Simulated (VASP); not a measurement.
## Pt: single point with PBE

Crystal: Pt.

```
Pt
1.0
     2.50089    0.00000    0.00000
    -1.25044    2.16583    0.00000
     0.00000    0.00000    4.17198
Pt
2
Direct
  0.33333 0.66667 0.25000
  0.66667 0.33333 0.75000
```

The cell isn't the ideal one: Re replaced by Pt, lengths x 0.940, strained and moved within the space group.

- Program: VASP 6.6.1
- Task: single point
- Functional: PBE
- Potentials or basis: VASP PAW PBE potentials, release 64 (Pt)
- Cutoff: 520 eV
- k mesh: 9 × 9 × 4
- Occupations: gaussian, width 0.1 eV
- Spin: no spin polarisation
- Dipole correction: no
- Further INCAR settings: ALGO = Normal; EDIFF = 1e-07; NBANDS = 17

```json
{"Pressure": "194.8 GPa", "Band gap on the k mesh": "none (metal or under the smearing width)"}
```

Stress tensor (GPa, compression positive):
```
189.95   0.00   0.00
  0.00 189.95   0.00
  0.00   0.00 204.38
```

Levels at points of the mesh, in eV from the Fermi level:
```tsv
k point	band 7	band 8	band 9	band 10	band 11	band 12	band 13	band 14
(0.00, 0.00, 0.00)	-5.10	-3.61	-3.61	-1.87	-0.49	-0.49	7.97	13.60
(0.00, 0.00, 0.50)	-5.93	-5.93	-1.44	-1.44	-1.44	-1.44	13.13	13.13
```

It took 13 s on 1 thread of Intel(R) Xeon(R) Platinum 8488C (Sapphire Rapids) (shared host), peak memory 0.14 GiB.

Caveat: the k mesh is coarse (spacing up to 0.38 Å⁻¹), so the values aren't converged; the cell as given lies far from equilibrium; so large a pressure means that the cell lies far from this level's equilibrium, or that cutoff or potentials fall short. Spin-orbit coupling is left out, which matters for the levels of Pt.
